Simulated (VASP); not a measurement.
A run of VASP 6.6.1:

The input INCAR:

```
SYSTEM = Rb
PREC = Accurate
ENCUT = 520
EDIFF = 1E-6
ISMEAR = 0
SIGMA = 0.15
LREAL = .False.
LASPH = .True.
NELM = 100
ALGO = Fast
ISIF = 2
LWAVE = .False.
LCHARG = .False.
GGA = PE
NBANDS = 10
```

File KPOINTS:

```
Automatic mesh
0
Gamma
  12 12 12
  0 0 0
```

Contents of POSCAR:

```
Rb
1.0
   -2.7639100000      2.8060000000      2.8060000000
    2.7639100000     -2.8060000000      2.8060000000
    2.7639100000      2.8060000000     -2.8060000000
Rb
1
Direct
    0.0000000000      0.0000000000      0.0000000000
```

Potentials or basis: VASP PAW PBE potentials, release 64 (Rb_sv).

Launch:

```bash
$ cat potpaw_PBE.64/Rb_sv/POTCAR > POTCAR
$ mpirun -np 1 vasp_std > vasp.out
```

Hardware: 1 thread of Intel(R) Xeon(R) Platinum 8259CL CPU @ 2.50GHz (Skylake/Cascade Lake), on a shared host.

Q: Estimate the wall time of this run.

A: Wall time 70 s on 1 thread of Intel(R) Xeon(R) Platinum 8259CL CPU @ 2.50GHz (Skylake/Cascade Lake), with other jobs on the host, peak memory 0.29 GiB. Counts: scf iterations 11, k points 163.
